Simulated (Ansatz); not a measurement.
# H started in the widest void in diamond, 129 atoms, charge +1

All numbers come from Ansatz (PAW, plane waves, no spin–orbit coupling) at the single k point (¼, ¼, ¼) without its symmetry partners. The atoms were relaxed with PBEsol in a fixed cell; other functionals are single points on those atoms unless said otherwise. The valence top and gap of the host come from its small cell on a dense mesh, with the band extrema sought between the mesh points, lined up by the mean potential, PBEsol gap 4.03 eV, HSE06 gap 5.31 eV. The charge correction uses an assumed dielectric constant of 5.7.

Cell: a = 10.052 Å, b = 10.052 Å, c = 10.052 Å, α = 60.00°, β = 60.00°, γ = 60.00°.

Nearest atoms after relaxation, from the placed atom (for vacancies from the middle of the vacant sites): C at 1.16 Å, C at 1.16 Å, C at 1.68 Å, C at 1.68 Å, C at 2.06 Å, C at 2.06 Å, C at 2.06 Å, C at 2.07 Å.

Chemical potentials μ are those of reference phases of the elements at zero temperature by the same functional (the usual solids, diamond for C, grey Sn, and the molecules H2, N2, O2, F2, Cl2, Br2 and S8).

| functional | E(defect) − E(host) − Σ nμ + q·E_VBM (eV) | monopole (eV) | alignment (eV) | formation energy at E_F = VBM (eV) | moment (μB) | wall time, shared host |
| --- | --- | --- | --- | --- | --- | --- |
| PBEsol | 3.41 | 0.41 | -0.03 | 3.79 | 0 (no spin) | 3.2 min on 7 threads of Neoverse-V2 (relaxation) |

Problem. Estimate the formation energy and moment that HSE06 gives on these atoms.

Solution. 3.52 eV at E_F = VBM (3.13 eV before the monopole term 0.41 eV and the alignment -0.02 eV), moment 0 (no spin).

HSE06 one-electron levels near the gap (the ten most localised at most), from the host's valence top, not corrected for the charge's images:

```tsv
level (eV)	spin	filling	atoms sharing it	element of the atom with most weight
-0.20	both	2.00	124.5	spread
-0.20	both	2.00	124.7	spread
3.62	both	0.00	6.5	C
```

One k point and a cell of this size can leave errors of several tenths of an eV in such numbers.
